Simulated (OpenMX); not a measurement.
The system is SnO2 (Cassiterite).

```xyz
6
Lattice="4.7380 0.0000 0.0000 0.0000 4.7380 0.0000 0.0000 0.0000 3.1865" Properties=species:S:1:pos:R:3 pbc="T T T"
Sn    2.3690    2.3690    1.5933
Sn    0.0000    0.0000    0.0000
O     3.8240    0.9140    1.5933
O     3.2830    3.2830    0.0000
O     0.9140    3.8240    1.5933
O     1.4550    1.4550    0.0000
```

Base run:

```yaml
Program: OpenMX 3.8.5
Functional: PBE
Potentials_or_basis: OpenMX 2013 PBE set, Sn7.0-s3p2d2f1, O6.0-s3p2d2, grid cutoff 500 Ry
k_mesh: 7 × 7 × 9
Occupations: fermi-dirac, width 0.05 eV
Spin: no spin polarisation
```

Its results: pressure 13.3 GPa; largest force 0.416 eV/Å.

**Question.** The run is repeated on the same cell with these changes: potentials or basis from OpenMX 2013 PBE set, Sn7.0-s3p2d2f1, O6.0-s3p2d2, grid cutoff 500 Ry to OpenMX 2013 PBE set, Sn7.0-s3p2d1, O6.0-s2p2, grid cutoff 500 Ry. What comes out?

**Answer.** Pressure 17.9 GPa; largest force 0.472 eV/Å.

Caveats: the basis of atomic orbitals isn't converged, which shifts pressures, moduli and gaps; so large a pressure means that the cell lies far from this level's equilibrium, or that cutoff or potentials fall short (some runs).

Not every run made on this cell is shown here.
